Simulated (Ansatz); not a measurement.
**Density of states of Br**

```cif
data_structure
_symmetry_space_group_name_H-M 'Fd-3m:1'
_symmetry_Int_Tables_number 227
_cell_length_a 7.0031
_cell_length_b 7.0031
_cell_length_c 7.0031
_cell_angle_alpha 90.000
_cell_angle_beta 90.000
_cell_angle_gamma 90.000
_cell_volume 343.46
loop_
_atom_site_label
_atom_site_type_symbol
_atom_site_symmetry_multiplicity
_atom_site_Wyckoff_symbol
_atom_site_fract_x
_atom_site_fract_y
_atom_site_fract_z
_atom_site_occupancy
Br1 Br 8 b 0.00000 0.00000 0.50000 1
```

The runs use the primitive cell with vectors (0.000, 3.502, 3.502), (3.502, 0.000, 3.502), (3.502, 3.502, 0.000) Å, to which the k mesh refers.

The structure comes from a relaxation in the same program, started in the diamond type, and has space group Fd-3m. Whether it is a known phase or the ground state wasn't checked.

Method: DFT, PBE, all-electron LAPW, scalar-relativistic (Ansatz 0.2.0).

Numerical set-up: a Γ-centred 14×14×14 k mesh, Fermi–Dirac smearing of 0.05 eV, basis error target 0.25 meV/atom, no spin polarisation.

States per eV and cell, averaged over 0.4 eV, from -13.0 to 6.8 eV, with energies (bin centres) from the Fermi level; empty bins are left out. 

```
E (eV)  total
 -12.9   0.02
  -3.7   1.97
  -3.3   5.86
  -2.9   2.64
  -2.5   2.34
  -2.1   1.89
  -1.7   0.69
  -1.3   1.68
  -0.9   2.56
  -0.5   2.14
  -0.1   4.56
   0.3   3.67
   5.5   0.09
   5.9   0.19
   6.3   0.30
   6.7   0.52
```
